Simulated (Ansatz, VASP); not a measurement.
Two plane-wave programs on BN

```
CELL_PARAMETERS angstrom
1.25112 0.72234 3.23802
-1.25112 0.72234 3.23802
0.00000 -1.44467 3.23802
ATOMIC_POSITIONS crystal
B 0.99967 0.99967 0.99967
N 0.33276 0.33276 0.33276
```

Change from the starting cell: strain +0.000 along x and y, -0.040 along z, atoms carried along.

Alike in both runs: task single point; functional PBE; dispersion D3(BJ); k mesh 12 × 12 × 12; occupations gaussian, width 0.05 eV; no spin polarisation.

```csv
,VASP,Ansatz
version,VASP 6.6.1,Ansatz 0.2.0
potentials or method,"VASP PAW PBE potentials, release 64 (B, N)","scalar-relativistic, plane waves, PAW"
plane-wave cutoff (eV),520,420
valence electrons in the cell,8,8
```

VASP gave:

* gap on the k mesh at the Fermi level (eV): 4.19
* least direct gap on the mesh (eV): 4.71
* pressure (GPa): 1.4
* largest component of the traceless stress (GPa): 0.95
* rms of the force components (eV/Å): 0.009

**Question.** Estimate Ansatz's values.

**Answer.** gap on the k mesh at the Fermi level (eV): 4.20; least direct gap on the mesh (eV): 4.71; pressure (GPa): 1.3; largest component of the traceless stress (GPa): 0.74; rms of the force components (eV/Å): 0.008.

Atom by atom the forces differ by 0.000 eV/Å (rms over components).

A k mesh can miss the band edges.
